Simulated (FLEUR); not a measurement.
# Au (Fm-3m) in FLEUR: further runs

Runs on Au. Level: PBEsol. Tasks: band structure, equation of state.

Program: FLEUR MaX-R8.1 (later development tree). These are calculated values, not measurements. Logs are shortened: lines on timing, memory, paths and dates and some standing lists are left out, and cuts for length are marked.

**What was measured.**

From “Exploring toroidal anvil profiles for larger sample volumes above 4 Mbar”, 2024, pmc:11102561, for a bulk crystal of Au: bulk modulus 167 GPa.

How close the calculation comes is told below.

## 1. The crystal as given

It takes space group Fm-3m (No. 225, cubic). The conventional cell has a = 4.070 Å, b = 4.070 Å, c = 4.070 Å, α = 90.00°, β = 90.00°, γ = 90.00°. Au (site symmetry m-3m) has 12 Au at 2.88 Å as nearest neighbours.

## 2. Band structure, PBEsol

The input, inp.xml:

```xml
<?xml version="1.0" encoding="UTF-8" standalone="no"?>
<fleurInput fleurInputVersion="0.39">
   <comment>
      Au                                                                                                  
   </comment>
   <calculationSetup>
      <cutoffs Kmax="3.8" Gmax="11.8" GmaxXC="11.8" numbands="0"/>
      <scfLoop itmax="60" minDistance="0.00001" maxIterBroyd="15" imix="Anderson" alpha="0.05" precondParam="0.0" spinf="2.0" sdNocoIR="T"/>
      <coreElectrons ctail="T" frcor="F" kcrel="0" coretail_lmax="0"/>
      <xcFunctional name="PBEs" relativisticCorrections="F"/>
      <magnetism jspins="1"/>
      <soc l_soc="F" theta="0.0" phi="0.0" spav="F"/>
      <expertModes spex="0" secvar="F"/>
      <geometryOptimization l_f="F" forcealpha="1.0" forcemix="BFGS" epsdisp="0.00001" epsforce="0.00001"/>
      <ldaU l_linMix="F" mixParam="0.05" spinf="1.0"/>
   </calculationSetup>
   <cell>
      <bzIntegration valenceElectrons="19.0" mode="hist" fermiSmearingEnergy="0.00183747">
         <kPointListSelection listName="default-1"/>
         <!-- k-points included here -->
         <xi:include xmlns:xi="http://www.w3.org/2001/XInclude" href="kpts.xml"> </xi:include>
      </bzIntegration>
      <!-- symmetry operations included here -->
      <xi:include xmlns:xi="http://www.w3.org/2001/XInclude" href="sym.xml"> </xi:include>
      <bulkLattice scale="1.0">
         <bravaisMatrix>
            <row-1>    0.0000000000000000     3.8455926635609998     3.8455926635609998</row-1>
            <row-2>    3.8455926635609998     0.0000000000000000     3.8455926635609998</row-2>
            <row-3>    3.8455926635609998     3.8455926635609998     0.0000000000000000</row-3>
         </bravaisMatrix>
      </bulkLattice>
   </cell>
   <atomSpecies>
      <species name="Gold (Au)" element="Au" atomicNumber="79">
         <mtSphere radius="2.52" gridPoints="833" logIncrement="0.016"/>
         <atomicCutoffs lmax="10" lnonsphr="8"/>
         <electronConfig flipSpins="F">
            <coreConfig>(1s1/2) (2s1/2) (2p1/2) (2p3/2) (3s1/2) (3p1/2) (3p3/2) (4s1/2) (3d3/2) (3d5/2) (4p1/2) (4p3/2) (4d3/2) (4d5/2) (4f5/2) (4f7/2)</coreConfig>
            <valenceConfig>(5s1/2) (5p1/2) (5p3/2) (6s1/2) (5d3/2) (5d5/2)</valenceConfig>
            <stateOccupation state="(6s1/2)" spinUp="0.500000" spinDown="0.500000"/>
         </electronConfig>
         <energyParameters s="6" p="6" d="5" f="5"/>
         <lo type="SCLO" l="0" n="5" eDeriv="0"/>
         <lo type="SCLO" l="1" n="5" eDeriv="0"/>
         <lo type="SCLO" l="1" n="5" eDeriv="1"/>
         <lo type="SCLO" l="2" n="5" eDeriv="2"/>
         <lo type="SCLO" l="3" n="5" eDeriv="2"/>
      </species>
   </atomSpecies>
   <atomGroups>
      <atomGroup species="Gold (Au)">
         <relPos label="                   1">.0000000000 .0000000000 .0000000000</relPos>
         <force calculate="T" relaxXYZ="TTT"/>
      </atomGroup>
   </atomGroups>
   <output dos="F" band="F" slice="F">
      <checks vchk="F" cdinf="F"/>
      <bandDOS minEnergy="-.5*Htr" maxEnergy="0.5*Htr" sigma="0.015" storeEVData="T"/>
      <vacuumDOS vacdos="F" integ="F" star="F" nstars="0" locx1="0.0" locy1="0.0" locx2="0.0" locy2="0.0" nstm="0" tworkf="0.0"/>
      <unfoldingBand unfoldBand="F" supercellX="1" supercellY="1" supercellZ="1"/>
      <plotting iplot="0" polar="F">
         <plot TwoD="T" vec1="  1.0  0.0  0.0" vec2="  0.0  1.0  0.0" vec3="  0.0  0.0  1.0" zero="  0.0  0.0  0.0" file="plot"/>
      </plotting>
      <chargeDensitySlicing numkpt="0" minEigenval="0.0" maxEigenval="0.0" nnne="0" pallst="F"/>
      <specialOutput eonly="F"/>
      <moessbauerParams electricFieldGradient="T" isomerShift="T" coreHyperfine="T" valenceHyperfine="T"/>
      <magneticCircularDichroism mcd="F" energyLo="-10.0" energyUp="0.0"/>
   </output>
  <!-- We include the file relax.xml here to enable relaxations (see documentation) -->
  <xi:include xmlns:xi="http://www.w3.org/2001/XInclude" href="relax.xml"> <xi:fallback/> </xi:include>
</fleurInput>
```

The input, crystal.txt:

```
Au
&input cartesian=F /
0.0000000000  2.0350000000  2.0350000000
2.0350000000  0.0000000000  2.0350000000
2.0350000000  2.0350000000  0.0000000000
1.8897261246
1.0 1.0 1.0

1
79 0.0000000000  0.0000000000  0.0000000000

&kpt div1=11 div2=11 div3=11 gamma=T /
```

The input, inp.xml (bands):

```
<?xml version="1.0" encoding="UTF-8" standalone="no"?>
<fleurInput fleurInputVersion="0.39">
   <comment>
      Au                                                                                                  
   </comment>
   <calculationSetup>
      <cutoffs Kmax="3.8" Gmax="11.8" GmaxXC="11.8" numbands="0"/>
      <scfLoop itmax="60" minDistance="0.00001" maxIterBroyd="15" imix="Anderson" alpha="0.05" precondParam="0.0" spinf="2.0" sdNocoIR="T"/>
      <coreElectrons ctail="T" frcor="F" kcrel="0" coretail_lmax="0"/>
      <xcFunctional name="PBEs" relativisticCorrections="F"/>
      <magnetism jspins="1"/>
      <soc l_soc="F" theta="0.0" phi="0.0" spav="F"/>
      <expertModes spex="0" secvar="F"/>
      <geometryOptimization l_f="F" forcealpha="1.0" forcemix="BFGS" epsdisp="0.00001" epsforce="0.00001"/>
      <ldaU l_linMix="F" mixParam="0.05" spinf="1.0"/>
   </calculationSetup>
   <cell>
      <bzIntegration valenceElectrons="19.0" mode="hist" fermiSmearingEnergy="0.00183747">
         <kPointListSelection listName="path-1"/>
         <!-- k-points included here -->
         <xi:include xmlns:xi="http://www.w3.org/2001/XInclude" href="kpts.xml"> </xi:include>
      </bzIntegration>
      <!-- symmetry operations included here -->
      <xi:include xmlns:xi="http://www.w3.org/2001/XInclude" href="sym.xml"> </xi:include>
      <bulkLattice scale="1.0">
         <bravaisMatrix>
            <row-1>    0.0000000000000000     3.8455926635609998     3.8455926635609998</row-1>
            <row-2>    3.8455926635609998     0.0000000000000000     3.8455926635609998</row-2>
            <row-3>    3.8455926635609998     3.8455926635609998     0.0000000000000000</row-3>
         </bravaisMatrix>
      </bulkLattice>
   </cell>
   <atomSpecies>
      <species name="Gold (Au)" element="Au" atomicNumber="79">
         <mtSphere radius="2.52" gridPoints="833" logIncrement="0.016"/>
         <atomicCutoffs lmax="10" lnonsphr="8"/>
         <electronConfig flipSpins="F">
            <coreConfig>(1s1/2) (2s1/2) (2p1/2) (2p3/2) (3s1/2) (3p1/2) (3p3/2) (4s1/2) (3d3/2) (3d5/2) (4p1/2) (4p3/2) (4d3/2) (4d5/2) (4f5/2) (4f7/2)</coreConfig>
            <valenceConfig>(5s1/2) (5p1/2) (5p3/2) (6s1/2) (5d3/2) (5d5/2)</valenceConfig>
            <stateOccupation state="(6s1/2)" spinUp="0.500000" spinDown="0.500000"/>
         </electronConfig>
         <energyParameters s="6" p="6" d="5" f="5"/>
         <lo type="SCLO" l="0" n="5" eDeriv="0"/>
         <lo type="SCLO" l="1" n="5" eDeriv="0"/>
         <lo type="SCLO" l="1" n="5" eDeriv="1"/>
         <lo type="SCLO" l="2" n="5" eDeriv="2"/>
         <lo type="SCLO" l="3" n="5" eDeriv="2"/>
      </species>
   </atomSpecies>
   <atomGroups>
      <atomGroup species="Gold (Au)">
         <relPos label="                   1">.0000000000 .0000000000 .0000000000</relPos>
         <force calculate="T" relaxXYZ="TTT"/>
      </atomGroup>
   </atomGroups>
   <output dos="F" band="T" slice="F">
      <checks vchk="F" cdinf="F"/>
      <bandDOS minEnergy="-.5*Htr" maxEnergy="0.5*Htr" sigma="0.015" storeEVData="T"/>
      <vacuumDOS vacdos="F" integ="F" star="F" nstars="0" locx1="0.0" locy1="0.0" locx2="0.0" locy2="0.0" nstm="0" tworkf="0.0"/>
      <unfoldingBand unfoldBand="F" supercellX="1" supercellY="1" supercellZ="1"/>
      <plotting iplot="0" polar="F">
         <plot TwoD="T" vec1="  1.0  0.0  0.0" vec2="  0.0  1.0  0.0" vec3="  0.0  0.0  1.0" zero="  0.0  0.0  0.0" file="plot"/>
      </plotting>
      <chargeDensitySlicing numkpt="0" minEigenval="0.0" maxEigenval="0.0" nnne="0" pallst="F"/>
      <specialOutput eonly="F"/>
      <moessbauerParams electricFieldGradient="T" isomerShift="T" coreHyperfine="T" valenceHyperfine="T"/>
      <magneticCircularDichroism mcd="F" energyLo="-10.0" energyUp="0.0"/>
   </output>
  <!-- We include the file relax.xml here to enable relaxations (see documentation) -->
  <xi:include xmlns:xi="http://www.w3.org/2001/XInclude" href="relax.xml"> <xi:fallback/> </xi:include>
</fleurInput>
```

Potentials or basis: all-electron, FLAPW.

Started as:

```
$ inpgen -f crystal.txt -profile fastHighL
$ # inp.xml edited to the form shown
$ fleur_MPI
$ fleur_MPI   # second run, on inp.xml (bands)
```

What it wrote:

```text
Welcome to FLEUR        (www.flapw.de)
      MaX-Release 8.1          (www.max-centre.eu)

 ========== k-point set info ==========
 Selected k-point list: default-1
 k-point list type: mesh
 11 x 11 x 11
 Number of k points: 56

 ------------Calculation Setup---------------------------
 Number of MPI-tasks      :            1
 Number of PE/node        :            1
 Number of OMP-threads    :            1
 Most efficient MPI parallelization for:
           1           2           4           7           8          14          28          56
 Additional eigenvalue parallelization possible
 Number of basis functions:          148
 Approximate size of matrices (H+S) per k-point:         0.000 GB
 --------------------------------------------------------
 Iteration:     1   Distance:      16.99444610 me/bohr^3
 Iteration:     2   Distance:      15.27107763 me/bohr^3
 Iteration:     3   Distance:       6.68204286 me/bohr^3
 Iteration:     4   Distance:       2.17703669 me/bohr^3
 Iteration:     5   Distance:       1.89758315 me/bohr^3
 Iteration:     6   Distance:       0.17099865 me/bohr^3
 Iteration:     7   Distance:       0.05263574 me/bohr^3
 Iteration:     8   Distance:       0.01905200 me/bohr^3
 Iteration:     9   Distance:       0.00160534 me/bohr^3
 Iteration:    10   Distance:       0.00194896 me/bohr^3
 Iteration:    11   Distance:       0.00004567 me/bohr^3
 Iteration:    12   Distance:       0.00007025 me/bohr^3
 Iteration:    13   Distance:       0.00000113 me/bohr^3

 ********************************************************************
 Run finished successfully
 Stop message:
   all done
 ********************************************************************
```

output (bands):

```text
Welcome to FLEUR        (www.flapw.de)
      MaX-Release 8.1          (www.max-centre.eu)

 ========== k-point set info ==========
 Selected k-point list: path-1
 k-point list type: path
 Number of k points: 60

 ------------Calculation Setup---------------------------
 Number of MPI-tasks      :            1
 Number of PE/node        :            1
 Number of OMP-threads    :            1
 Most efficient MPI parallelization for:
           1           2           3           4           5           6          10          12          15          20          30          60
 Additional eigenvalue parallelization possible
 Number of basis functions:          148
 Approximate size of matrices (H+S) per k-point:         0.000 GB
 --------------------------------------------------------
 Fermi energy correction for metals:
 Fermi energy in bands.* files may not be consistent with last density.
 Please correct it manually (e.g. in band.gnu file).

 Note: Band structure data (together with different weights) is also stored in the banddos.hdf file.
       A convenient way of extracting and plotting the data from that file is by making use of the

 ********************************************************************
 Run finished successfully
 Stop message:
   Charge density postprocessing done.
 ********************************************************************
```

out.xml (last iteration):

```text
<iteration numberForCurrentRun="   13" overallNumber="   13">
         <energyParameters units="Htr">
            <atomicEP atomType="1" spin="1" branch="6s" branchLowest="-3.44" branchHighest="1.46" value="0.2567452330"/>
            <atomicEP atomType="1" spin="1" branch="6p" branchLowest="-1.64" branchHighest="2.37" value="0.4353270541"/>
            <atomicEP atomType="1" spin="1" branch="5d" branchLowest="-11.41" branchHighest="0.49" value="0.2951651553"/>
            <atomicEP atomType="1" spin="1" branch="5f" branchLowest="-2.45" branchHighest="2.53" value="0.7319172499"/>
            <loAtomicEP atomType="1" spin="1" branch="5s" branchLowest="-26.22" branchHighest="-3.44" value="-3.4460936313"/>
            <loAtomicEP atomType="1" spin="1" branch="5p" branchLowest="-19.48" branchHighest="-1.64" value="-1.7031522537"/>
            <loAtomicEP atomType="1" spin="1" branch="5p" branchLowest="-19.48" branchHighest="-1.64" value="-1.7031522537"/>
            <loAtomicEP atomType="1" spin="1" branch="5d" branchLowest="-11.41" branchHighest="0.49" value="0.2774789390"/>
            <loAtomicEP atomType="1" spin="1" branch="5f" branchLowest="-2.45" branchHighest="2.53" value="0.7319087712"/>
         </energyParameters>
         <eigenvalues>
            <eigenvaluesAt spin="1" ikpt="1" k_x="0.00000000" k_y="0.00000000" k_z="0.00000000">
                      -3.4465464264       -1.6536382807       -1.6536382807       -1.6536382807        0.0632747932
                       0.2587449840        0.2587449840        0.2587449840        0.3163004335        0.3163004335
                       0.9617780773        1.1110259227        1.1110259227        1.1110259227        1.2942695014
            </eigenvaluesAt>
            <eigenvaluesAt spin="1" ikpt="2" k_x="0.00000000" k_y="0.00000000" k_z="0.09090909">
                      -3.4465101549       -1.6543163189       -1.6537407233       -1.6537407233        0.0739255946
                       0.2553216941        0.2623266915        0.2623266915        0.3147677654        0.3147677654
                       0.9738207997        1.0522765351        1.1238565825        1.1238565825        1.3233905011
            </eigenvaluesAt>
            <eigenvaluesAt spin="1" ikpt="3" k_x="0.00000000" k_y="0.00000000" k_z="0.18181818">
                      -3.4464126399       -1.6561279961       -1.6540143210       -1.6540143210        0.1031661862
                       0.2496563191        0.2688124542        0.2688124542        0.3148804426        0.3148804426
                       0.9370763210        1.0046645571        1.1555253270        1.1555253270        1.2449347810
            </eigenvaluesAt>
            <eigenvaluesAt spin="1" ikpt="4" k_x="0.00000000" k_y="0.00000000" k_z="0.27272727">
[... 33 lines left out ...]
         <allElectronCharges>
            <spinDependentCharge spin="1" total="79.0000000" interstitial="1.4850705" mtSpheres="77.5149295"/>
            <totalCharge value="78.9999999953"/>
         </allElectronCharges>
         <moessbauerParams unitsHFF="kG" unitsIS="e/bohr^3" unitsEFG="Htr/bohr^2">
            <coreIsomerShift atomType="1" isTotal="2311997.65041">
               <shell n="1" l="0" isomerShift="1915050.09141"/>
               <shell n="2" l="0" isomerShift="287154.82246"/>
               <shell n="2" l="1" isomerShift="20686.45149"/>
               <shell n="3" l="0" isomerShift="65730.06622"/>
               <shell n="3" l="1" isomerShift="5309.04331"/>
               <shell n="4" l="0" isomerShift="16736.40134"/>
               <shell n="3" l="2" isomerShift="0.00218"/>
               <shell n="4" l="1" isomerShift="1330.77141"/>
               <shell n="4" l="2" isomerShift="0.00058"/>
               <shell n="4" l="3" isomerShift="0.00000"/>
            </coreIsomerShift>
            <isomerShift atomType="1" nucleusRadius="0.0001374" averageDensity="2315467.50042"/>
            <electricFieldGradient atomType="1" VXX="0.00000" VYY="0.00000" VZZ="0.00000" asymParam="0.00000">
            </electricFieldGradient>
         </moessbauerParams>
         <totalEnergy                                    value="   -19042.6703277918" units="Htr">
            <sumOfEigenvalues                            value="   -11702.4532724041">
               <coreElectrons value="-11688.6447540015"/>
               <valenceElectrons value="-13.8085184027"/>
            </sumOfEigenvalues>
            <densityCoulombPotentialIntegral value="-33108.8824680070"/>
            <densityEffectivePotentialIntegral value="-33583.4408063113"/>
            <chargeDenXCDenIntegral value="-360.2462563838"/>
            <FockExchangeEnergyValence value="0.0000000000"/>
            <FockExchangeEnergyCore value="0.0000000000"/>
            <atomTypeDependentContributions atomType="1">
               <electronNucleiInteractionDifferentMTs value="23968.6601570486"/>
               <MadelungTerm value="-40.3102142631"/>
            </atomTypeDependentContributions>
            <tkbTimesEntropy value="0.0000553131"/>
            <freeEnergy value="-19042.6703831049"/>
            <extrapolationTo0K value="-19042.6703554484"/>
         </totalEnergy>
         <densityConvergence units="me/bohr^3">
            <chargeDensity spin="1" distance="0.0000011315"/>
         </densityConvergence>
      </iteration>
```

Run time: 8.7 s. Hardware: 1 thread of Arm Neoverse V2, shared host; peak memory 0.06 GiB.

What came out:

| Quantity | Value |
| --- | --- |
| Free energy | -518177.4589 eV |
| Band gap along the path | none (metal or under the smearing width) |
| Valence electrons inside the program's atomic spheres | Au 17.52 (radii Au 2.52 bohr) |

Levels at the corners of the path, in eV from the Fermi level:
```
point  band 6  band 7  band 8  band 9  band 10  band 11  band 12  band 13
    Γ   -4.74   -4.74   -4.74   -3.17    -3.17    14.39    18.45    18.45
    X   -6.86   -1.98   -1.61   -1.61     0.91     5.85     9.97     9.97
    W   -5.23   -5.23   -3.34   -1.61     4.74     6.30     6.30     9.47
    K   -5.93   -3.89   -2.88   -2.07     3.84     4.67     7.48    12.62
    Γ   -4.74   -4.74   -4.74   -3.17    -3.17    14.39    18.45    18.45
    L   -4.78   -4.78   -1.94   -1.94    -1.09     3.13    13.85    17.14
    U   -5.93   -3.89   -2.88   -2.07     3.84     4.67     7.48    12.62
    W   -5.23   -5.23   -3.34   -1.61     4.74     6.30     6.30     9.47
    L   -4.78   -4.78   -1.94   -1.94    -1.09     3.13    13.85    17.14
    K   -5.93   -3.89   -2.88   -2.07     3.84     4.67     7.48    12.62
    U   -5.93   -3.89   -2.88   -2.07     3.84     4.67     7.48    12.62
    X   -6.86   -1.98   -1.61   -1.61     0.91     5.85     9.97     9.97
```

Core levels (eV from the Fermi level):
| atom | levels |
| --- | --- |
| 1 Au | 1s1/2 -80626.6, 2s1/2 -14212.6, 2p1/2 -13628.2, 2p3/2 -11793.2, 3s1/2 -3352.2, 3p1/2 -3089.7, 3p3/2 -2684.8, 4s1/2 -725.4, 3d3/2 -2249.5, 3d5/2 -2162.4, 4p1/2 -613.5, 4p3/2 -516.3, 4d3/2 -333.4, 4d5/2 -315.3, 4f5/2 -80.7, 4f7/2 -76.9 |

Caveat: spin-orbit coupling is left out, which moves the levels of the heavy elements.

## 3. Equation of state, PBEsol, 15.84 Å³/atom (volume scaled by 0.94)

Edit inp.xml of step 2 so:

```diff
@@ -24,3 +24,3 @@
       <xi:include xmlns:xi="http://www.w3.org/2001/XInclude" href="sym.xml"> </xi:include>
-      <bulkLattice scale="1.0">
+      <bulkLattice scale="0.9795861087">
          <bravaisMatrix>
@@ -34,3 +34,3 @@
       <species name="Gold (Au)" element="Au" atomicNumber="79">
-         <mtSphere radius="2.52" gridPoints="833" logIncrement="0.016"/>
+         <mtSphere radius="2.47" gridPoints="833" logIncrement="0.016"/>
          <atomicCutoffs lmax="10" lnonsphr="8"/>
```

Potentials or basis: all-electron, FLAPW.

Started as:

```
$ inpgen -f crystal.txt -profile fastHighL
$ # inp.xml edited to the form shown
$ fleur_MPI
```

Run time: 7.3 s. Hardware: 1 thread of Arm Neoverse V2, shared host; peak memory 0.08 GiB.

Results (log left out):

```yaml
Free_energy: -518177.4013 eV
Band_gap_on_the_k_mesh: none (metal or under the smearing width)
Valence_electrons_inside_the_program's_atomic_spheres: Au 17.44 (radii Au 2.47 bohr)
```

## 4. Equation of state, PBEsol, 16.18 Å³/atom (volume scaled by 0.96)

Edit inp.xml of step 3 so:

```diff
@@ -24,3 +24,3 @@
       <xi:include xmlns:xi="http://www.w3.org/2001/XInclude" href="sym.xml"> </xi:include>
-      <bulkLattice scale="0.9795861087">
+      <bulkLattice scale="0.9864848297">
          <bravaisMatrix>
```

Started as:

```
$ inpgen -f crystal.txt -profile fastHighL
$ # inp.xml edited to the form shown
$ fleur_MPI
```

It took 7.4 s on 1 thread of Arm Neoverse V2, shared host; peak memory 0.08 GiB.

The run converged. Its results:

```yaml
Free_energy: -518177.4279 eV
Band_gap_on_the_k_mesh: none (metal or under the smearing width)
Valence_electrons_inside_the_program's_atomic_spheres: Au 17.41 (radii Au 2.47 bohr)
```

## 5. Equation of state, PBEsol, 16.85 Å³/atom

Edit inp.xml of step 4 so:

```diff
@@ -24,3 +24,3 @@
       <xi:include xmlns:xi="http://www.w3.org/2001/XInclude" href="sym.xml"> </xi:include>
-      <bulkLattice scale="0.9864848297">
+      <bulkLattice scale="1.0000000000">
          <bravaisMatrix>
```

Started as:

```
$ inpgen -f crystal.txt -profile fastHighL
$ # inp.xml edited to the form shown
$ fleur_MPI
```

It took 7.6 s on 1 thread of Arm Neoverse V2, shared host; peak memory 0.09 GiB.

It converged, with:

```
Free energy                                           : -518177.4515 eV
Band gap on the k mesh                                : none (metal or under the smearing width)
Valence electrons inside the program's atomic spheres : Au 17.35 (radii Au 2.47 bohr)
```

(Continued in part 2 of 2.)
